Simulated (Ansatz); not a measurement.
## CsI under changes of volume

One of the cells (47.619 Å³/atom); the others are scaled copies at fixed shape and fractional positions:

```
Cs I
1.0
     4.56670    0.00000    0.00000
     0.00000    4.56670    0.00000
     0.00000    0.00000    4.56670
Cs I
1 1
Direct
  0.00000 0.00000 0.00000
  0.50000 0.50000 0.50000
```

| Property | Result |
| --- | --- |
| Program | Ansatz 0.2.0 |
| Functional | PBE |
| Potentials or basis | Ansatz NC |
| Cutoff | 952 eV (not typed: the program's choice for these potentials) |
| k mesh | 6 × 6 × 6 |
| Occupations | fermi-dirac, width 0.05 eV |
| Spin | no spin polarisation |

| volume (Å³/atom) | energy over the lowest point (meV/atom) | pressure (GPa) | gap on the mesh (eV) |
| --- | --- | --- | --- |
| 44.762 | ? | ? | ? |
| 45.714 | 19.43 | 1.4 | 4.03 |
| 46.666 | 12.30 | 1.0 | 3.95 |
| 47.619 | 6.98 | 0.8 | 3.89 |
| 48.571 | 3.26 | 0.5 | 3.82 |
| 49.523 | 0.99 | 0.3 | 3.76 |
| 50.476 | 0.00 | 0.1 | 3.70 |

Question: What does the run at 44.762 Å³/atom give?

Answer: Energy over the lowest point 28.59 meV/atom; pressure 1.7 GPa; gap on the mesh 4.10 eV.

Worked out: A Birch-Murnaghan fit of order 3 (a polynomial in V^(-2/3)) to the other rows has its minimum at 50.81 Å³/atom, just outside them, with B0 = V·E''(V) = 9.9 GPa and B' = 5.0. It gives 28.58 meV/atom at 44.762 Å³/atom, against the run's 28.59, and -dE/dV = 1.7 GPa, against 1.7. A straight line through the other rows of the gap, of slope -3.3 eV per unit of ln V, extrapolates to 4.09 eV, against the run's 4.10.

Energies are extrapolated to zero smearing.

Caveats: spin-orbit coupling is left out, which moves the levels of the heavy elements.

A mesh can miss the band edges.
